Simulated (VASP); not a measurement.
# Au (Im-3m) in VASP: a series of runs, part 2 of 2

VASP 6.6.1.

## (4) Single point, PBE

Contents of INCAR:

```
  ADDGRID = F
  ALGO = Normal
  EDIFF = 1E-6
  ENCUT = 460
  GGA = PE
  ISIF = 2
  ISMEAR = 1
  LASPH = T
  LCHARG = F
  LREAL = F
  LWAVE = F
  NBANDS = 12
  NELM = 100
  PREC = Accurate
  SIGMA = 0.1
```

Contents of KPOINTS:

```
k-points
0
Gamma
  10 10 10
```

Contents of POSCAR:

```
Au
1.0
   -1.6572690000      1.6572690000      1.6572690000
    1.6572690000     -1.6572690000      1.6572690000
    1.6572690000      1.6572690000     -1.6572690000
Au
1
Direct
    0.0000000000      0.0000000000      0.0000000000
```

Potentials or basis: VASP PAW PBE potentials, release 64 (Au).

Launch:

```bash
> cat potpaw_PBE.64/Au/POTCAR > POTCAR
> mpirun -np 1 vasp_std > vasp.out
```

OUTCAR:

```text
EDIFF = 1E-6
   ENCUT = 460
   GGA = PE
   ISIF = 2
   ISMEAR = 1
   LASPH = T
   LREAL = F
   NELM = 100
   PREC = Accurate

 Found     47 irreducible k-points:

 Following reciprocal coordinates:
            Coordinates               Weight
  0.000000  0.000000  0.000000      1.000000
  0.100000  0.000000  0.000000     12.000000
  0.200000  0.000000  0.000000     12.000000
  0.300000  0.000000  0.000000     12.000000
  0.400000  0.000000  0.000000     12.000000
  0.500000  0.000000  0.000000      6.000000
   k-points           NKPTS =     47   k-points in BZ     NKDIM =     47   number of bands    NBANDS=     12
[... 157 lines left out ...]
      8      20.7555      0.00000
      9      21.8721      0.00000
     10      29.3062      0.00000
     11      29.7603      0.00000
     12      31.0541      0.00000

 [... further k-points ...]
[... 5 lines left out ...]
  --------------------------------------------------------------------------------------
  -------------------------------------------------------------------------------------
  Total       -0.2082211     -0.2082211     -0.2082211     -0.0000000      0.0000000     -0.0000000
  in kB      -18.3229915    -18.3229915    -18.3229915     -0.0000000      0.0000000     -0.0000000
  external PRESSURE =     -18.3229915 kB  Pullay stress =       0.0000000 kB

 VOLUME and BASIS-vectors are now :
 -----------------------------------------------------------------------------
  energy-cutoff  :      460.00
  volume of cell :       18.21
      direct lattice vectors                 reciprocal lattice vectors
    -1.657269000  1.657269000  1.657269000     0.000000000  0.301701172  0.301701172
     1.657269000 -1.657269000  1.657269000     0.301701172  0.000000000  0.301701172
     1.657269000  1.657269000 -1.657269000     0.301701172  0.301701172  0.000000000

 POSITION                                       TOTAL-FORCE (eV/Angst)
 -----------------------------------------------------------------------------------
      0.00000      0.00000      0.00000         0.000000      0.000000     -0.000000
 -----------------------------------------------------------------------------------
    total drift:                                0.000000      0.000000      0.000000

  FREE ENERGIE OF THE ION-ELECTRON SYSTEM (eV)
  ---------------------------------------------------
  free  energy   TOTEN  =        -3.1802564802 eV

  energy  without entropy=       -3.1783940531  energy(sigma->0) =       -3.17963567
```

stdout:

```text
POSCAR found type information on POSCAR Au
 POSCAR found :  1 types and       1 ions
 scaLAPACK will be used
 LDA part: xc-table for (Slater+PW92), standard interpolation
 POSCAR, INCAR and KPOINTS ok, starting setup
 FFT: planning ... GRIDC
 FFT: planning ... GRID_SOFT
 FFT: planning ... GRID
 WAVECAR not read
 entering main loop
```

It took 5.1 s on 1 thread of Intel Xeon 6975P-C (Granite Rapids), shared host; peak memory 0.12 GiB.

These settings aren't checked as converged: the numbers below hold their error.

What came out:

```yaml
Free_energy: -3.1803 eV
Pressure: -1.8 GPa
Band_gap_on_the_k_mesh: none (metal or under the smearing width)
```

## (5) Single point, PBE

INCAR, as its differences from that of step 4:

```diff
@@ -14,2 +14,2 @@
   PREC = Accurate
-  SIGMA = 0.1
+  SIGMA = 0.05
```

KPOINTS is that of step 4.

POSCAR is that of step 4.

Potentials or basis: VASP PAW PBE potentials, release 64 (Au).

Launch:

```bash
> cat potpaw_PBE.64/Au/POTCAR > POTCAR
> mpirun -np 1 vasp_std > vasp.out
```

OUTCAR:

```text
EDIFF = 1E-6
   ENCUT = 460
   GGA = PE
   ISIF = 2
   ISMEAR = 1
   LASPH = T
   LREAL = F
   NELM = 100
   PREC = Accurate

 Found     47 irreducible k-points:

 Following reciprocal coordinates:
            Coordinates               Weight
  0.000000  0.000000  0.000000      1.000000
  0.100000  0.000000  0.000000     12.000000
  0.200000  0.000000  0.000000     12.000000
  0.300000  0.000000  0.000000     12.000000
  0.400000  0.000000  0.000000     12.000000
  0.500000  0.000000  0.000000      6.000000
   k-points           NKPTS =     47   k-points in BZ     NKDIM =     47   number of bands    NBANDS=     12
[... 157 lines left out ...]
      8      20.7555      0.00000
      9      21.8713      0.00000
     10      29.3051      0.00000
     11      29.7590      0.00000
     12      31.0537      0.00000

 [... further k-points ...]
[... 5 lines left out ...]
  --------------------------------------------------------------------------------------
  -------------------------------------------------------------------------------------
  Total       -0.2235694     -0.2235694     -0.2235694      0.0000000     -0.0000000      0.0000000
  in kB      -19.6736063    -19.6736063    -19.6736063      0.0000000     -0.0000000      0.0000000
  external PRESSURE =     -19.6736063 kB  Pullay stress =       0.0000000 kB

 VOLUME and BASIS-vectors are now :
 -----------------------------------------------------------------------------
  energy-cutoff  :      460.00
  volume of cell :       18.21
      direct lattice vectors                 reciprocal lattice vectors
    -1.657269000  1.657269000  1.657269000     0.000000000  0.301701172  0.301701172
     1.657269000 -1.657269000  1.657269000     0.301701172  0.000000000  0.301701172
     1.657269000  1.657269000 -1.657269000     0.301701172  0.301701172  0.000000000

 POSITION                                       TOTAL-FORCE (eV/Angst)
 -----------------------------------------------------------------------------------
      0.00000      0.00000      0.00000        -0.000000      0.000000     -0.000000
 -----------------------------------------------------------------------------------
    total drift:                                0.000000     -0.000000      0.000000

  FREE ENERGIE OF THE ION-ELECTRON SYSTEM (eV)
  ---------------------------------------------------
  free  energy   TOTEN  =        -3.1794037439 eV

  energy  without entropy=       -3.1786836348  energy(sigma->0) =       -3.17916371
```

stdout:

```text
POSCAR found type information on POSCAR Au
 POSCAR found :  1 types and       1 ions
 scaLAPACK will be used
 LDA part: xc-table for (Slater+PW92), standard interpolation
 POSCAR, INCAR and KPOINTS ok, starting setup
 FFT: planning ... GRIDC
 FFT: planning ... GRID_SOFT
 FFT: planning ... GRID
 WAVECAR not read
 entering main loop
```

It took 5.3 s on 1 thread of Intel Xeon 6975P-C (Granite Rapids), shared host; peak memory 0.11 GiB.

The run converged, but some of its settings lie outside the range that counts as converged, so its numbers aren't taken as properties of the crystal.

What came out:

| Item | Value |
| --- | --- |
| Free energy | -3.1794 eV |
| Pressure | -2.0 GPa |
| Band gap on the k mesh | none (metal or under the smearing width) |

## (6) For comparison

An earlier run on the cell as given: functional PBE; potentials or basis VASP PAW PBE potentials, release 64 (Au); cutoff 520 eV; k mesh 11 × 11 × 11; occupations fermi-dirac, width 0.05 eV; no spin polarisation.

* Pressure: -1.1 GPa
* Band gap on the k mesh: none (metal or under the smearing width)
